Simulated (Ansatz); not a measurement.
# Where Br_N puts its levels in the gap of AlN (P6_3mc), part 2 of 2

Aim: at which Fermi levels does Br_N in AlN (P6_3mc) change its charge? The model is a cell of 72 host atoms with 1 N taken out and 1 Br put in.

Ansatz; place-levels on r2SCAN runs: charge-transition levels and formation energies with image-charge correction and potential alignment at the atomic sites; PAW set soft_1.

So far: The structure; Charge states; Levels against the band edges, r2SCAN.

**3. Levels against the band edges, r2SCAN (continued)**

Levels between the charges placed, in eV above the valence top:

|  | gap (eV) | (+2/+1) | (+1/0) | (0/−1) |
| --- | --- | --- | --- | --- |
| r2SCAN | 4.88 | 4.68 | 3.61 | 5.25 |

Corrections by state:

```csv
charge,moment (μB),image terms and alignment (eV),band filling (eV),ε used,"over the lowest of its charge, as the program ranks them, band filling apart (eV)"
+2,0.0,1.415,-,"principal values (8.15, 8.15, 9.65)",0.000
+1,1.0,0.492,-,"principal values (8.15, 8.15, 9.65)",0.000
0,0.0,0.000,-,-,0.000
−1,1.0,-0.033,-,"principal values (8.15, 8.15, 9.65)",0.000
```

The charged structures listed were also run neutral, and place-levels reads from each pair, by the potential or the spins, how wide the charge is by which they differ; that can be the carrier of either run.

| charge | rms radius (Å) | spread where it is widest against the cell (Å) | wide from (Å) | reading |
| --- | --- | --- | --- | --- |
| +2 | 4.1 | 2.50 | 1.40 | wide |
| +1 | 3.2 | 1.82 | 1.40 | wide |
| −1 | 2.2 | 1.64 | 1.40 | wide |

The neutral runs of these pairs need not share the spin of the lowest neutral state, and very wide values only mean spread over the cell.

From the program's caveats on the states, each cut to its opening words:

- charge +2: it parts from the run at its places by a charge that spreads by about 2.5 Å along one vector (1.4 Å or more is wide), by its potential at epsilon [4.49, 4.49, [...]
- charge +2: the far atoms show a dipole or second moment of the defect's charge, for which the correction takes or leaves out 0.07 eV: further moments aren't read, and the [...]
- charge +2: its displacements don't fall off away from the defect: farther atoms stand 0.025 Å off the host's places
- charge +1 (1 μB): it parts from the run at its places by a charge that spreads by about 1.8 Å along one vector (1.4 Å or more is wide), by the spins about the atoms, where the [...]
- charge +1 (1 μB): the far atoms show a dipole or second moment of the defect's charge, for which the correction takes or leaves out 0.063 eV: further moments aren't read, and [...]
- charge +1 (1 μB): its displacements don't fall off away from the defect: farther atoms stand 0.042 Å off the host's places
- charge +1 (1 μB), −1 (1 μB): flagged: stability check not made
- charge 0: its alignment with the host at atomic sites is doubtful: the mean over the far sites moves by +0.0947 eV from their farther parts to their nearer, more than [...]
- charge −1 (1 μB): it parts from the run at its places by a charge that spreads by about 1.6 Å along one vector (1.4 Å or more is wide), by its potential at epsilon [4.49, 4.49, [...]
- charge −1 (1 μB): its displacements don't fall off away from the defect: farther atoms stand 0.069 Å off the host's places

The host's formation energy from the elements is -1.627 eV per atom; it sets how far the chemical potentials can move.

Limit set by the element alone; other compounds of these elements are not counted. Chemical potentials from the elements' reference states: Al 0.00 eV, N -3.25 eV, Br 0.00 eV. Formation energy by charge state (Al-rich; gap 4.88 eV):

```
charge  at valence top (eV)  at conduction bottom (eV)  correction included (eV)
    +2                -1.94                       7.82                      1.41
    +1                 2.74                       7.62                      0.49
     0                 6.35                       6.35                      0.00
    −1                11.60                       6.72                     -0.03
```

```json
{"Fermi level (eV)": "0.00", "lowest formation energy (eV)": "-1.94"}
{"Fermi level (eV)": "0.44", "lowest formation energy (eV)": "-1.05"}
{"Fermi level (eV)": "0.89", "lowest formation energy (eV)": "-0.16"}
{"Fermi level (eV)": "1.33", "lowest formation energy (eV)": "0.72"}
{"Fermi level (eV)": "1.77", "lowest formation energy (eV)": "1.61"}
{"Fermi level (eV)": "2.22", "lowest formation energy (eV)": "2.49"}
{"Fermi level (eV)": "2.66", "lowest formation energy (eV)": "3.39"}
{"Fermi level (eV)": "3.11", "lowest formation energy (eV)": "4.28"}
{"Fermi level (eV)": "3.55", "lowest formation energy (eV)": "5.16"}
{"Fermi level (eV)": "3.99", "lowest formation energy (eV)": "6.05"}
{"Fermi level (eV)": "4.43", "lowest formation energy (eV)": "6.35"}
{"Fermi level (eV)": "4.88", "lowest formation energy (eV)": "6.35"}
```

Limit set by the element alone; other compounds of these elements are not counted. Chemical potentials from the elements' reference states: N 0.00 eV, Al -3.25 eV, Br 0.00 eV. Formation energies (N-rich), with the Fermi level at the valence top and at the conduction bottom (gap 4.88 eV):

```
charge  at valence top (eV)  at conduction bottom (eV)  correction included (eV)
    +2                 1.32                      11.07                      1.41
    +1                 6.00                      10.87                      0.49
     0                 9.61                       9.61                      0.00
    −1                14.86                       9.98                     -0.03
```

(Fermi level (eV), lowest formation energy (eV)): (0.00, 1.32), (0.44, 2.20), (0.89, 3.09), (1.33, 3.98), (1.77, 4.86), (2.22, 5.75), (2.66, 6.64), (3.11, 7.53), (3.55, 8.41), (3.99, 9.30), (4.43, 9.61), (4.88, 9.61)

**4. Effect of the sampling**

The relaxations' own energies give the levels at their sampling, for comparison.

levels.relax_mesh.yaml

```yaml
host:
  run: host.relax.run
states: [qm1_M1.relax.run, q0.relax.run, qp1_M1.relax.run, qp2.relax.run]
chemical_potentials:
  "N":
    energy: -384.814403
    dataset: "<sha256 of the dataset>"
  Br:
    energy: -2792.869391
    dataset: "<sha256 of the dataset>"
```

Command:

```sh
$ ansatz place-levels levels.relax_mesh.yaml -- --threads 4 --pin off --max-ram 7536MiB
```

The log of the run:

```text
[...]
(0/-1) 5.311 eV above the valence edge, in the conduction band
[...]
formation energy of charge +2: +1.253 eV with the Fermi level at the valence edge
formation energy of charge +1: +5.980 eV with the Fermi level at the valence edge
formation energy of charge 0: +9.625 eV with the Fermi level at the valence edge
formation energy of charge -1: +14.936 eV with the Fermi level at the valence edge
  edges by r2scan, gap 4.886 eV; the host is sampled to repeats of 13.64 Å
[... the lines on each state left out ...]
```

Elapsed: 0.14 s, on 4 threads of Arm Neoverse V2, shared host.

Levels between neighbouring charges, in eV above the valence top:

```csv
,gap (eV),(+2/+1),(+1/0),(0/−1)
"one point at (¼, ¼, ¼)",4.89,4.73,3.65,5.31
a 2×2×2 shifted mesh,4.88,4.68,3.61,5.25
```

Going from one point at (¼, ¼, ¼) to a 2×2×2 shifted mesh moves the levels that carry no band-filling term by up to 0.06 eV and formation energies against the elements by up to 0.08 eV.

**5. Summary of results**

- gap of the host: 4.88 eV (r2SCAN)
- level (plus 2/plus 1): 4.68 eV above the valence top, not a change between lowest states
- level (plus 1/0): 3.61 eV above the valence top, not a change between lowest states
- level (0/minus 1): 5.25 eV above the valence top, past the conduction bottom
- level (plus 2/0): 4.14 eV above the valence top
- lowest of the charges placed, just above the valence top (0.02 eV): +2
- lowest of the charges placed, just below the conduction bottom (0.02 eV): 0
- lowest formation energy at mid-gap of the charges run, Al-rich: 2.94 eV
- lowest formation energy at mid-gap of the charges run, N-rich: 6.20 eV

What this shows: Of the charges placed (−1, 0, +1 and +2), the lowest changes at 4.14 eV (+2/0) above the valence top, in a gap of 4.88 eV. (+2/0) passes over charge +1, which lies 0.53 eV above the two there; a lower structure or spin state of it, if missed, would change that. Charges above +2 were not placed, so these runs say nothing of levels that involve them. States placed: +2 at 0 μB; +1 at 1 μB; 0 at 0 μB; −1 at 1 μB. Other spin states or structures, where not listed, weren't placed. Br is taken at its element; compounds, which aren't counted here, bound the chemical potentials and would shift these formation energies. Going from one point at (¼, ¼, ¼) to a 2×2×2 shifted mesh moves the levels that carry no band-filling term by up to 0.06 eV and formation energies against the elements by up to 0.08 eV. The program doubts the alignment of potentials for at least one state, a sign that the cell is small. Limits: r2SCAN makes the gap too small and tends to spread out bound carriers; where a gas molecule sets a chemical potential or the host's formation energy, its binding is uncorrected.

[Logs are printed without paths, hosts, clocks, repeated set-up lines and the standing remarks that a program may print on its own settings, such as how far it seeks lower states.]

[Hosts, paths, dates, database ids (printed as entryN), source tags and the programs' standing remarks are cut or masked in the printed files.]

[Where a table of states has a column of steps, it counts the stored structures, which are thinned; the runs took as many ionic steps or more.]

[A defect's name tells the site on which it was built; relaxed atoms can leave that site.]

[For some hosts the program warned that the k-mesh of the response run may be too coarse for force constants and the static dielectric constant; such warnings are not shown here.]
